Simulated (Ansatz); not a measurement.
**Squeezing and stretching BaTiO3**

Reference cell: a structure deposited in the COD, its atoms then relaxed with PBE in this cell.

```xyz
5
Lattice="3.9841 0.0000 0.0000 0.0000 2.8371 2.8458 0.0000 -2.8371 2.8458" Properties=species:S:1:pos:R:3 pbc="T T T"
Ba    0.0000    0.0000    0.0382
Ti    1.9921    0.0000    2.9613
O     0.0000    0.0000    2.7992
O     1.9921   -1.3929    4.2044
O     1.9921    1.3929    4.2044
```

Atoms are numbered from 1 in the order listed; like atoms form one site, named after its first atom.

Computed with Ansatz: DFT, PBE, plane waves and PAW, scalar-relativistic, 420 eV cutoff, Γ-centred 8×8×8 k-points, Fermi–Dirac smearing 0.02 eV.

The cell is scaled uniformly, and the ions relax again at each size.

| V/V₀ | pressure (GPa) | gap on the k-mesh (eV) |
| --- | --- | --- |
| 0.94 | 14.0 | 2.00 |
| 0.96 | 10.2 | 2.06 |
| 0.98 | 6.8 | 2.11 |
| 1.00 | ? | ? |
| 1.02 | 1.4 | 2.23 |
| 1.04 | -0.7 | 2.29 |
| 1.06 | -2.6 | 2.35 |

(1) Estimate the row at V/V₀ = 1.00 and the bulk modulus.

Answers

(1) pressure (GPa): 4.0; gap on the k-mesh (eV): 2.18. Worked: a parabola in ln(V/V₀) through the other 6 rows gives 3.9 GPa there. It crosses zero pressure at V/V₀ = 1.033, the equilibrium volume of this functional, where the bulk modulus is B = −dP/d ln V = 110 GPa. The shape of the cell is held, so in this non-cubic crystal both values are those of uniform scaling, and B is an upper bound to the hydrostatic one. The gap rises as the cell grows, by 0.029 eV per per cent of volume.

PBE gaps are too small, by a third to a half in many semiconductors; their changes with volume are better.
